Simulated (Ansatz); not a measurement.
A 10-atom cell of In2O3 built on the corundum structure (relaxed group R-3c) was relaxed with 3 functionals in Ansatz 0.2.0, cell and atoms free, the symmetry of the start kept (meshes: PBE 6×6×6, r2SCAN 6×6×6, PBEsol 6×6×6). Spin-unpolarised throughout; all numbers are computed.

The PBE result:
```
CELL_PARAMETERS angstrom
2.78778 1.60952 4.91915
-2.78778 1.60952 4.91915
0.00000 -3.21905 4.91915
ATOMIC_POSITIONS crystal
In 0.14277 0.14277 0.14277
In 0.35723 0.35723 0.35723
In 0.64277 0.64277 0.64277
In 0.85723 0.85723 0.85723
O 0.95350 0.54650 0.25000
O 0.45350 0.75000 0.04650
O 0.54650 0.25000 0.95350
O 0.25000 0.95350 0.54650
O 0.75000 0.04650 0.45350
O 0.04650 0.45350 0.75000
```

The symmetry is R-3c (No. 167, trigonal); a = 5.576 Å, c = 14.757 Å in the conventional setting, 13.24 Å³ an atom. In has 6 O at 2.16–2.29 Å; O has 4 In at 2.16–2.29 Å.

(1) How does the cell change with PBEsol?

(2) What lattice does r2SCAN give?

(3) Held at the r2SCAN cell, what mean stress does PBE find, and does its sign point to its own minimum?

Results:

(1) a = 5.512 Å, c = 14.537 Å; the volume differs by -3.7 % from PBE's. In has 6 O at 2.13–2.26 Å; O has 4 In at 2.13–2.26 Å.

(2) a = 5.508 Å, c = 14.563 Å; the volume differs by -3.7 % from PBE's. In has 6 O at 2.13–2.26 Å; O has 4 In at 2.13–2.26 Å.

(3) Yes. PBE +6.37 GPa, and its relaxed volume is +3.8 % from r2SCAN's. Compression counts positive, so a positive stress asks for a larger cell.
